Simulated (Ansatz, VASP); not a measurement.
## One calculation of Zr, two programs

```
Zr
1.0
     3.23200    0.00000    0.00000
    -1.61600    2.79899    0.00000
     0.00000    0.00000    5.14700
Zr
2
Direct
  0.33465 0.67413 0.25390
  0.66535 0.32587 0.74610
```

Change from the starting cell: atom 2 moved 0.06 Å.

Alike in both runs: task band structure; functional PBE; k mesh 9 × 9 × 5; occupations fermi-dirac, width 0.05 eV; no spin polarisation.

|  | VASP | Ansatz |
| --- | --- | --- |
| version | VASP 6.6.1 | Ansatz 0.2.0 |
| potentials or method | VASP PAW PBE potentials, release 64 (Zr_sv) | Ansatz PAW |
| plane-wave cutoff (eV) | 520 | 420 |
| valence electrons in the cell | 24 | 24 |

|  | VASP | Ansatz | Ansatz less VASP |
| --- | --- | --- | --- |
| gap on the k mesh at the Fermi level (eV) | none | none | - |
| pressure (GPa) | 0.5 | 0.5 | +0.01 |
| largest component of the traceless stress (GPa) | 0.65 | 0.65 | +0.003 |
| rms of the force components (eV/Å) | 0.096 | 0.096 | +0.0002 |

Atom by atom the forces differ by 0.000 eV/Å (rms over components). A gap of «none» marks a metal or a gap that the smearing closes.
